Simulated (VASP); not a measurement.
Runs of VASP 6.6.1 on NaH. The structure is cubic, space group Fm-3m (No. 225). The conventional cell has a = 4.773 Å, b = 4.773 Å, c = 4.773 Å, α = 90.00°, β = 90.00°, γ = 90.00°. Na (site symmetry m-3m) is surrounded by 6 H at 2.39 Å. H (site symmetry m-3m) has 6 Na at 2.39 Å as nearest neighbours. The cell is a database's computed one.

| task | level | potentials or basis | cell | k mesh | cutoff (eV) | mesh quality | gap on the mesh (eV) | pressure (GPa) | relaxed volume (Å³/atom) |
| --- | --- | --- | --- | --- | --- | --- | --- | --- | --- |
| relaxation of cell and atoms | RPBE | VASP PAW PBE potentials, release 64 (Na_pv, H) | relaxed | 8 × 8 × 8 | 600 | not flagged | (a) | 0.0 | 14.95 |
| relaxation of cell and atoms | PBEsol | VASP PAW PBE potentials, release 64 (Na_pv, H) | relaxed | 8 × 8 × 8 | 600 | not flagged | 3.61 | 0.0 | 13.72 |
| relaxation of cell and atoms | LDA | VASP PAW LDA potentials, release 64 (Na_pv, H) | relaxed | 8 × 8 × 8 | 600 | not flagged | 3.55 | 0.0 | 12.90 |
| relaxation of cell and atoms | PBEsol | VASP PAW PBE potentials, release 64 (Na_pv, H) | relaxed | 8 × 8 × 8 | 300 | not flagged | 3.64 | 0.0 | 13.38 |
| relaxation of cell and atoms | PBEsol | VASP PAW PBE potentials, release 64 (Na, H) | relaxed | 8 × 8 × 8 | 580 | not flagged | 3.63 | 0.0 | 13.58 |
| relaxation of cell and atoms | PBEsol | VASP PAW PBE potentials, release 64 (Na_pv, H) | relaxed | 4 × 4 × 4 | 600 | coarse | 3.61 | 0.0 | 13.71 |
| single point | PBEsol | VASP PAW PBE potentials, release 64 (Na_pv, H) | as given | 8 × 8 × 8 | 520 | not flagged | (b) | 0.3 | - |

Alike in all rows: no spin polarisation; smearing gaussian 0.02 eV.

Estimate the missing entries.

(a) 3.88; (b) 3.62.

Caveats: some runs use coarse meshes; the PAW data sets were made with another functional, which shifts forces and pressure a little (some runs); the cutoff is under 1.25 times the usual one of these potentials, so pressure, stress and relaxed cells hold a basis-set (Pulay) error (some runs).

A k mesh can miss the band edges.

The runs don't all hold the same shells in valence.

Runs at the PBE level aren't shown here.
